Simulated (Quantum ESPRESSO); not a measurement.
# PtS2 (P-1) in Quantum ESPRESSO: band structure with vdW-DF3-opt2+U

Aim: the band structure of PtS2 with vdW-DF3-opt2+U.

Program: Quantum ESPRESSO 7.5. These are calculated values, not measurements. Logs are shortened: lines on timing, memory, paths and dates and some standing lists are left out, and cuts for length are marked.

### Step 1. The cell of the first run

The typed cell holds 3 atoms: a = 3.455 Å, b = 3.527 Å, c = 5.081 Å, α = 88.26°, β = 91.63°, γ = 117.69°.

### Step 2. Band structure, vdW-DF3-opt2+U (cell strained at random at fixed volume)

pw.in

```
&CONTROL
  calculation = 'scf'
  prefix = 'pwscf'
  outdir = './tmp'
  pseudo_dir = './pseudo'
  tprnfor = .true.
  tstress = .true.
  disk_io = 'low'
/
&SYSTEM
  ibrav = 0
  nat = 3
  ntyp = 2
  ecutwfc = 45
  ecutrho = 360
  nbnd = 24
  input_dft = 'vdw-df3-opt2'
  occupations = 'fixed'
  starting_ns_eigenvalue(1,1,1) = 1
  starting_ns_eigenvalue(2,1,1) = 1
  starting_ns_eigenvalue(3,1,1) = 1
  starting_ns_eigenvalue(4,1,1) = 1
  starting_ns_eigenvalue(5,1,1) = 0
  nosym = .true.
/
&ELECTRONS
  conv_thr = 6d-10
  electron_maxstep = 120
  mixing_beta = 0.3
  startingwfc = 'random'
  mixing_ndim = 16
/
ATOMIC_SPECIES
Pt   195.0840 pt_pbe_v1.4.uspp.F.UPF
S     32.0600 s_pbe_v1.4.uspp.F.UPF
CELL_PARAMETERS angstrom
   3.4539260000    0.0500620000   -0.0502620000
  -1.6836080000    3.0986290000    0.0541100000
  -0.0714770000    0.0475870000    5.0802850000
ATOMIC_POSITIONS crystal
Pt     0.0000000000    0.0000000000    0.0000000000
S      0.6666666667    0.3333333333    0.7730000000
S      0.3333333333    0.6666666667    0.2270000000
K_POINTS automatic
8 8 4 0 0 0
HUBBARD {atomic}
U Pt-5d 4.5
```

pp_density.in

```
&INPUTPP
  prefix = 'pwscf'
  outdir = './tmp'
  filplot = 'density.dat'
  plot_num = 0
/
&PLOT
  nfile = 1
  filepp(1) = 'density.dat'
  iflag = 3
  output_format = 6
  fileout = 'density.cube'
/
```

pp_potential.in

```
&INPUTPP
  prefix = 'pwscf'
  outdir = './tmp'
  filplot = 'potential.dat'
  plot_num = 11
/
&PLOT
  nfile = 1
  filepp(1) = 'potential.dat'
  iflag = 3
  output_format = 6
  fileout = 'potential.cube'
/
```

bands.in

```
&CONTROL
  calculation = 'bands'
  prefix = 'pwscf'
  outdir = './tmp'
  pseudo_dir = './pseudo'
  disk_io = 'low'
  verbosity = 'high'
/
&SYSTEM
  ibrav = 0
  nat = 3
  ntyp = 2
  ecutwfc = 45
  ecutrho = 360
  nbnd = 24
  input_dft = 'vdw-df3-opt2'
  occupations = 'fixed'
  starting_ns_eigenvalue(1,1,1) = 1
  starting_ns_eigenvalue(2,1,1) = 1
  starting_ns_eigenvalue(3,1,1) = 1
  starting_ns_eigenvalue(4,1,1) = 1
  starting_ns_eigenvalue(5,1,1) = 0
  nosym = .true.
/
&ELECTRONS
  conv_thr = 1d-08
  electron_maxstep = 120
  mixing_beta = 0.3
  startingwfc = 'random'
  mixing_ndim = 16
  diago_full_acc = .true.
/
ATOMIC_SPECIES
Pt   195.0840 pt_pbe_v1.4.uspp.F.UPF
S     32.0600 s_pbe_v1.4.uspp.F.UPF
CELL_PARAMETERS angstrom
   3.4539260000    0.0500620000   -0.0502620000
  -1.6836080000    3.0986290000    0.0541100000
  -0.0714770000    0.0475870000    5.0802850000
ATOMIC_POSITIONS crystal
Pt     0.0000000000    0.0000000000    0.0000000000
S      0.6666666667    0.3333333333    0.7730000000
S      0.3333333333    0.6666666667    0.2270000000
K_POINTS crystal
60
-0.5000000000  0.0000000000  0.0000000000 1
-0.4285714286  0.0000000000  0.0000000000 1
-0.3571428571  0.0000000000  0.0000000000 1
-0.2857142857  0.0000000000  0.0000000000 1
-0.2142857143  0.0000000000  0.0000000000 1
-0.1428571429  0.0000000000  0.0000000000 1
-0.0714285714  0.0000000000  0.0000000000 1
 0.0000000000  0.0000000000  0.0000000000 1
 0.0000000000  0.0000000000  0.1250000000 1
 0.0000000000  0.0000000000  0.2500000000 1
 0.0000000000  0.0000000000  0.3750000000 1
 0.0000000000  0.0000000000  0.5000000000 1
-0.5000000000  0.0000000000  0.5000000000 1
-0.4444444444  0.0000000000  0.4444444444 1
-0.3888888889  0.0000000000  0.3888888889 1
-0.3333333333  0.0000000000  0.3333333333 1
-0.2777777778  0.0000000000  0.2777777778 1
-0.2222222222  0.0000000000  0.2222222222 1
-0.1666666667  0.0000000000  0.1666666667 1
-0.1111111111  0.0000000000  0.1111111111 1
-0.0555555556  0.0000000000  0.0555555556 1
 0.0000000000  0.0000000000  0.0000000000 1
 0.0000000000  0.0625000000  0.0000000000 1
 0.0000000000  0.1250000000  0.0000000000 1
 0.0000000000  0.1875000000  0.0000000000 1
 0.0000000000  0.2500000000  0.0000000000 1
 0.0000000000  0.3125000000  0.0000000000 1
 0.0000000000  0.3750000000  0.0000000000 1
 0.0000000000  0.4375000000  0.0000000000 1
 0.0000000000  0.5000000000  0.0000000000 1
-0.5000000000  0.5000000000  0.0000000000 1
-0.4375000000  0.4375000000  0.0000000000 1
-0.3750000000  0.3750000000  0.0000000000 1
-0.3125000000  0.3125000000  0.0000000000 1
-0.2500000000  0.2500000000  0.0000000000 1
-0.1875000000  0.1875000000  0.0000000000 1
-0.1250000000  0.1250000000  0.0000000000 1
-0.0625000000  0.0625000000  0.0000000000 1
 0.0000000000  0.0000000000  0.0000000000 1
 0.0000000000  0.0500000000  0.0500000000 1
 0.0000000000  0.1000000000  0.1000000000 1
 0.0000000000  0.1500000000  0.1500000000 1
 0.0000000000  0.2000000000  0.2000000000 1
 0.0000000000  0.2500000000  0.2500000000 1
 0.0000000000  0.3000000000  0.3000000000 1
 0.0000000000  0.3500000000  0.3500000000 1
 0.0000000000  0.4000000000  0.4000000000 1
 0.0000000000  0.4500000000  0.4500000000 1
 0.0000000000  0.5000000000  0.5000000000 1
-0.5000000000  0.5000000000  0.5000000000 1
-0.4500000000  0.4500000000  0.4500000000 1
-0.4000000000  0.4000000000  0.4000000000 1
-0.3500000000  0.3500000000  0.3500000000 1
-0.3000000000  0.3000000000  0.3000000000 1
-0.2500000000  0.2500000000  0.2500000000 1
-0.2000000000  0.2000000000  0.2000000000 1
-0.1500000000  0.1500000000  0.1500000000 1
-0.1000000000  0.1000000000  0.1000000000 1
-0.0500000000  0.0500000000  0.0500000000 1
 0.0000000000  0.0000000000  0.0000000000 1
HUBBARD {atomic}
U Pt-5d 4.5
```

Potentials or basis: GBRV 1.5 PBE.

Started as:

```
$ OMP_NUM_THREADS=1 pw.x -in pw.in > pw.out
$ OMP_NUM_THREADS=1 pp.x -in pp_density.in > pp_density.out
$ OMP_NUM_THREADS=1 pp.x -in pp_potential.in > pp_potential.out
$ OMP_NUM_THREADS=1 pw.x -in bands.in > bands.out
```

pw.out:

```text
This program is part of the open-source Quantum ESPRESSO suite
     for quantum simulation of materials; please cite
         "P. Giannozzi et al., J. Phys.:Condens. Matter 21 395502 (2009);
         "P. Giannozzi et al., J. Phys.:Condens. Matter 29 465901 (2017);
         "P. Giannozzi et al., J. Chem. Phys. 152 154105 (2020);
     in publications or presentations arising from this work. More details at

     IMPORTANT: XC functional enforced from input :
     Exchange-correlation= VDW-DF3-OPT2
                           (   1   4  46   0   4   0   0)
     Any further DFT definition will be discarded
     Please, verify this is what you really want

     G-vector sticks info
     --------------------
     sticks:   dense  smooth     PW     G-vecs:    dense   smooth      PW
     Sum        1103     551    179                42651    15079    2821

     Using Slab Decomposition

     bravais-lattice index     =            0
     lattice parameter (alat)  =       6.5284  a.u.
     unit-cell volume          =     369.6968 (a.u.)^3
     number of atoms/cell      =            3
     number of atomic types    =            2
     number of electrons       =        28.00
     number of Kohn-Sham states=           24
     kinetic-energy cutoff     =      45.0000  Ry
     charge density cutoff     =     360.0000  Ry
     scf convergence threshold =      6.0E-10
     mixing beta               =       0.3000
     number of iterations used =           16  plain     mixing
     Exchange-correlation= VDW-DF3-OPT2
                           (   1   4  46   0   4   0   0)
     Hubbard projectors: atomic
     Hubbard parameters of DFT+U (Dudarev formulation) in eV:
     U(Pt-5d) =  4.5000

     Internal variables: lda_plus_u =T, lda_plus_u_kind = 0

     Internal variables: orbital_resolved =F, hub_pot_fix =F, apply_U = F

     celldm(1)=   6.528351  celldm(2)=   0.000000  celldm(3)=   0.000000
     celldm(4)=   0.000000  celldm(5)=   0.000000  celldm(6)=   0.000000

     crystal axes: (cart. coord. in units of alat)
               a(1) = (   0.999789   0.014491  -0.014549 )
               a(2) = (  -0.487345   0.896943   0.015663 )
               a(3) = (  -0.020690   0.013775   1.470562 )

     reciprocal axes: (cart. coord. in units 2 pi/alat)
               b(1) = (  0.992526  0.539123  0.008914 )
               b(2) = ( -0.016189  1.106287 -0.010590 )
               b(3) = (  0.009992 -0.006449  0.680213 )

     PseudoPot. # 1 for Pt read from file:
     pt_pbe_v1.4.uspp.F.UPF
     Pseudo is Ultrasoft + core correction, Zval = 16.0
     Generated by new atomic code, or converted to UPF format
     Using radial grid of  985 points,  6 beta functions with:
                l(1) =   0
                l(2) =   0
                l(3) =   1
                l(4) =   1
                l(5) =   2
                l(6) =   2
     Q(r) pseudized with  8 coefficients,  rinner =    1.300   1.300   1.300
                                                       1.300   1.300

     PseudoPot. # 2 for S  read from file:
     s_pbe_v1.4.uspp.F.UPF
     Pseudo is Ultrasoft + core correction, Zval =  6.0
     Generated by new atomic code, or converted to UPF format
     Using radial grid of  907 points,  6 beta functions with:
[... 81 lines left out ...]
       0.000  0.000  1.000  0.000  0.000
       0.000  0.000  0.000  1.000  0.000
       0.000  0.000  0.000  0.000  1.000
     occupation matrix ns (before diag.):
       0.950  0.000  0.000  0.000  0.000
       0.000  0.950  0.000  0.000  0.000
       0.000  0.000  0.950  0.000  0.000
       0.000  0.000  0.000  0.950  0.000
       0.000  0.000  0.000  0.000  0.950

     Number of occupied Hubbard levels =    9.5000

     Atomic wfc used for Hubbard projectors are NOT orthogonalized

     Starting wfcs are random

     Self-consistent Calculation

     iteration #  1     ecut=    45.00 Ry     beta= 0.30
     Davidson diagonalization with overlap
     ethr =  1.00E-02,  avg # of iterations =  9.1

     =================== HUBBARD OCCUPATIONS ===================
     ------------------------ ATOM    1 ------------------------
     Tr[ns(  1)] =   8.49611
     eigenvalues:
       0.690  0.703  0.950  0.951  0.955
     eigenvectors (columns):
       0.001  0.014  0.201  0.007 -0.979
      -0.319  0.716 -0.510 -0.341 -0.097
      -0.760 -0.307 -0.278  0.498 -0.058
      -0.520 -0.240  0.434 -0.690  0.081
      -0.224  0.580  0.658  0.399  0.146
     occupation matrix ns (before diag.):
       0.955 -0.002  0.001  0.000 -0.003
      -0.002  0.797 -0.009 -0.000 -0.121
       0.001 -0.009  0.777 -0.121 -0.000
       0.000 -0.000 -0.121  0.866  0.004
      -0.003 -0.121 -0.000  0.004  0.854

     Number of occupied Hubbard levels =    8.4961

     WARNING!!! Modifying starting ns matrices according to input values

     =================== HUBBARD OCCUPATIONS ===================
     ------------------------ ATOM    1 ------------------------
     Tr[ns(  1)] =   8.00000
     eigenvalues:
       0.000  1.000  1.000  1.000  1.000
     eigenvectors (columns):
       0.979 -0.059  0.012  0.189  0.037
       0.097  0.308 -0.814 -0.406  0.260
       0.058 -0.439 -0.287 -0.261 -0.808
      -0.081 -0.836 -0.205  0.075  0.497
      -0.146  0.099 -0.461  0.852 -0.176
     occupation matrix ns (before diag.):
       0.041 -0.095 -0.057  0.079  0.143
      -0.095  0.991 -0.006  0.008  0.014
      -0.057 -0.006  0.997  0.005  0.008
       0.079  0.008  0.005  0.993 -0.012
[... 99 lines left out ...]
     iteration # 12     ecut=    45.00 Ry     beta= 0.30
     Davidson diagonalization with overlap
     ethr =  1.07E-11,  avg # of iterations =  3.1

     negative rho (up, down):  1.755E-01 0.000E+00

     End of self-consistent calculation

     =================== HUBBARD OCCUPATIONS ===================
     ------------------------ ATOM    1 ------------------------
     Tr[ns(  1)] =   9.31267
     eigenvalues:
       0.847  0.852  0.985  0.986  0.987
     eigenvectors (columns):
       0.020 -0.007  0.760 -0.247 -0.601
       0.729  0.212 -0.433 -0.191 -0.447
      -0.197  0.768  0.031 -0.555  0.252
      -0.175  0.584 -0.004  0.727 -0.315
       0.631  0.156  0.484  0.257  0.526
     occupation matrix ns (before diag.):
       0.986 -0.001  0.001  0.001 -0.002
      -0.001  0.906 -0.002  0.001 -0.068
       0.001 -0.002  0.902 -0.065  0.001
       0.001  0.001 -0.065  0.936  0.003
      -0.002 -0.068  0.001  0.003  0.927

     Number of occupied Hubbard levels =    9.3127

     Number of k-points >= 100: set verbosity='high' to print the bands.

     highest occupied, lowest unoccupied level (ev):    10.5072   11.0731

!    total energy              =    -258.77587304 Ry
     estimated scf accuracy    <          4.3E-10 Ry

     The total energy is the sum of the following terms:
     one-electron contribution =    -100.18036611 Ry
     hartree contribution      =      65.31340386 Ry
     xc contribution           =     -73.85761738 Ry
     ewald contribution        =    -150.14974754 Ry
     Hubbard energy            =       0.09845413 Ry

     convergence has been achieved in  12 iterations

     negative rho (up, down):  1.755E-01 0.000E+00

     Forces acting on atoms (cartesian axes, Ry/au):

     atom    1 type  1   force =     0.00000016    0.00000018    0.00000029
     atom    2 type  2   force =    -0.03025691    0.02578699   -0.05293352
     atom    3 type  2   force =     0.03025675   -0.02578717    0.05293323

     Total force =     0.093620     Total SCF correction =     0.000033

     Computing stress (Cartesian axis) and pressure

     negative rho (up, down):  1.755E-01 0.000E+00
          total   stress  (Ry/bohr**3)                   (kbar)     P=       96.47
   0.00110147  -0.00036471   0.00038281          162.03      -53.65       56.31
  -0.00036471   0.00033539  -0.00033715          -53.65       49.34      -49.60
   0.00038281  -0.00033715   0.00053054           56.31      -49.60       78.05

=------------------------------------------------------------------------------=
   JOB DONE.
=------------------------------------------------------------------------------=
```

Wall time 5.7 min (1 thread of Intel Xeon 6975P-C (Granite Rapids), shared host); peak memory 0.3 GiB.

What came out:

```yaml
Free_energy: -3520.8251 eV
Pressure: 9.6 GPa
Largest_force: 1.702 eV/Å
Band_gap_on_the_k_mesh: 0.57 eV, indirect (least direct gap 0.80 eV)
Band_gap_along_the_path: 0.45 eV, indirect (least direct gap 0.79 eV)
```

Forces in eV/Å, atoms in the order of the input:
```
Pt   0.000  0.000  0.000
S   -0.778  0.663 -1.361
S    0.778 -0.663  1.361
```

Stress tensor (GPa, compression positive):
```
16.20 -5.37  5.63
-5.37  4.93 -4.96
 5.63 -4.96  7.80
```

Levels at the corners of the path, in eV from the valence-band top:
```tsv
point	band 11	band 12	band 13	band 14	band 15	band 16	band 17	band 18
X	-4.21	-3.30	-2.89	-2.74	1.63	2.93	5.66	6.51
Γ	-2.25	-1.13	-0.99	-0.16	2.29	2.58	4.87	5.85
Y	-2.57	-1.28	-1.18	-1.09	2.70	3.11	5.46	7.26
L	-4.24	-3.28	-2.93	-1.28	1.92	2.48	5.44	5.50
Γ	-2.25	-1.13	-0.99	-0.16	2.29	2.58	4.87	5.85
Z	-4.26	-3.13	-2.92	-2.75	1.52	2.99	5.86	6.80
N	-4.13	-3.54	-3.00	-2.76	1.96	2.63	5.40	6.22
Γ	-2.25	-1.13	-0.99	-0.16	2.29	2.58	4.87	5.85
M	-4.27	-3.38	-2.71	-1.27	1.98	2.34	5.60	5.62
R	-4.50	-3.23	-3.14	-1.54	1.85	2.56	5.33	5.37
Γ	-2.25	-1.13	-0.99	-0.16	2.29	2.58	4.87	5.85
```

Eigenvalues of the final occupation matrices:
| site | spin | trace | eigenvalues |
| --- | --- | --- | --- |
| Pt 1 5d | each | 4.66 | 0.85 0.85 0.98 0.99 0.99 |

Caveat: the potentials were made for another functional, which shifts forces and pressure; some levels on the path didn't converge; spin-orbit coupling is left out, which moves the levels of the heavy elements; the mesh misses the band edges, which the band path finds closer together.
